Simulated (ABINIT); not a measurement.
Write the native input for ABINIT 10.8.3 (patched build) that does the following.

```
Task                : equation of state
Functional          : PBE
Potentials or basis : PseudoDojo NC SR PBE v0.4.1 standard
Cutoff              : 1034 eV
k mesh              : 11 × 11 × 11
Occupations         : fermi-dirac, width 0.05 eV
Spin                : no spin polarisation
```

Au:

```
CELL_PARAMETERS angstrom
0.00000 2.03500 2.03500
2.03500 0.00000 2.03500
2.03500 2.03500 0.00000
ATOMIC_POSITIONS crystal
Au 0.00000 0.00000 0.00000
```

The input as run:

run.abi

```
# Datasets: one volume each
ndtset 7
getwfk -1
scalecart1 3*0.9795861087
scalecart2 3*0.9864848297
scalecart3 3*0.9932883884
scalecart4 3*1.0000000000
scalecart5 3*1.0066227096
scalecart6 3*1.0131594038
scalecart7 3*1.0196128224

# Pseudopotentials
pp_dirpath "./"
pseudos "Au.upf"

# Structure
acell 3*1.0
rprim
     0.0000000000     3.8455926636     3.8455926636
     3.8455926636     0.0000000000     3.8455926636
     3.8455926636     3.8455926636     0.0000000000
ntypat 1
znucl 79
natom 1
typat 1
xred
     0.0000000000     0.0000000000     0.0000000000

# Plane-wave basis
ecut 38.0

# k points
kptopt 1
ngkpt 11 11 11
nshiftk 1
shiftk 0.0 0.0 0.0

# Exchange and correlation
ixc 11

# Bands and occupations
nband 14
occopt 3
tsmear 0.00183747

# SCF cycle
nstep 100
tolvrs 1.0e-10

# Output
iomode 3
prtwf 1
prtden 0
prteig 0
prtebands 0
enunit 2
```

Potentials or basis: PseudoDojo NC SR PBE v0.4.1 standard.

Launch:

```sh
$ abinit run.abi > log 2>&1
```

Results of the run:

The equilibrium volume is 17.91 Å³/atom (rough: see the caveat) and the bulk modulus is 143 GPa (rough).

Caveat: pressures at fixed basis lie under the slope of the energies; the minimum lies outside the volumes run.

It took 3.9 min on 1 thread of Arm Neoverse N1 (shared host), peak memory 0.11 GiB.
